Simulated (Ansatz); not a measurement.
# Two Ansatz runs on HfN

The cell comes from COD entry 1539063, which wasn't checked; take it as a given geometry.

First run: DFT, PBE, PAW with Ansatz's default frozen-core files, fully relativistic files with spin-orbit coupling (Ansatz 0.2.0).

Command: `ansatz run input.yaml --threads 1 --pin off --max-ram 2048MiB --backend cpu --events-out ev --progress --plain --runs-dir out` The run took 19 s on 1 thread of Arm Neoverse V1, on a shared host, peak memory 0.6 GiB.

```yaml
crystal:
  lattice:
    - [0.0, 2.259, 2.259]
    - [2.259, 0.0, 2.259]
    - [2.259, 2.259, 0.0]
  atoms:
    - { symbol: Hf, position: [0.0, 0.0, 0.0] }
    - { symbol: "N", position: [0.5, 0.5, 0.5] }
kpoints:
  mp_grid: { grid: [10, 10, 10] }
  band_path:
    path:
      - [0.0, 0.0, 0.0]
      - [0.5, 0.0, 0.5]
      - [0.625, 0.25, 0.625]
      - [0.375, 0.375, 0.75]
      - [0.0, 0.0, 0.0]
      - [0.5, 0.5, 0.5]
      - [0.5, 0.25, 0.75]
      - [0.5, 0.0, 0.5]
    npoints: 5
scf:
  occupations: { method: fermi_dirac, width: 0.03 }
hamiltonian:
  xc: pbe
  pseudopotentials: { kind: paw_fr }
output:
  forces: true
  stress: true
  eigenvalues: true
  efg: { contact_densities: true }
  write_density: true
  write_potential: true
  elf: true
  volumetric_format: npy
magnetization:
  noncollinear: true
  spin_orbit: true
```

Result: converged; pressure 5.07 GPa; 7 SCF iterations.

Spin polarisation is left out, and whether a magnetic state lies lower isn't shown here.

A second input differs as follows:

```diff
@@ -22,4 +22,6 @@
 scf:
   occupations: { method: fermi_dirac, width: 0.03 }
+  mixing: { algorithm: anderson, beta: 0.005, ndim: 1 }
+  max_iter: 100
 hamiltonian:
   xc: pbe
@@ -30,8 +32,4 @@
   eigenvalues: true
   efg: { contact_densities: true }
-  write_density: true
-  write_potential: true
-  elf: true
-  volumetric_format: npy
 magnetization:
   noncollinear: true
```

**Question.** Does the change harm the result?

**Answer.** Not here: the run converged; energy at zero smearing 0.0 meV/atom from the first run; pressure 5.07 GPa; 38 SCF iterations, so the odd setting did no harm in this case.
